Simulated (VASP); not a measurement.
# As: single point with PBEsol

The system is As.

```
CELL_PARAMETERS angstrom
2.70368 0.00000 0.00000
0.00000 2.70368 0.00000
0.00000 0.00000 2.70368
ATOMIC_POSITIONS crystal
As 0.50000 0.50000 0.50000
```

This isn't the form of As at room conditions, which is rhombohedral.

```yaml
Program: VASP 6.6.1
Task: single point
Functional: PBEsol
Potentials_or_basis: VASP PAW PBE potentials, release 64 (As)
Cutoff: 520 eV
k_mesh: 10 × 10 × 10
Occupations: gaussian, width 0.02 eV
Spin: no spin polarisation
Further_INCAR_settings: ALGO = Normal; EDIFF = 1.00e-06; NBANDS = 8
```

The pressure is -1.2 GPa and the band gap on the k mesh is none (metal or under the smearing width).

Levels at points of the mesh, in eV from the Fermi level:
| k point | band 1 | band 2 | band 3 | band 4 | band 5 |
| --- | --- | --- | --- | --- | --- |
| (0.00, 0.00, 0.00) | -14.94 | 4.20 | 4.20 | 4.20 | 8.55 |
| (0.50, 0.00, 0.00) | -11.78 | -6.92 | 6.50 | 6.50 | 11.26 |
| (0.50, 0.50, 0.00) | -8.50 | -4.22 | -4.22 | 2.46 | 8.67 |
| (0.50, 0.50, 0.50) | -4.87 | -1.76 | -1.76 | -1.76 | 5.94 |

It took 8.2 s on 1 thread of Intel(R) Xeon(R) Platinum 8488C (Sapphire Rapids), on a shared host, peak memory 0.12 GiB.

Caveat: the PAW data sets were made with another functional, which shifts forces and pressure a little.
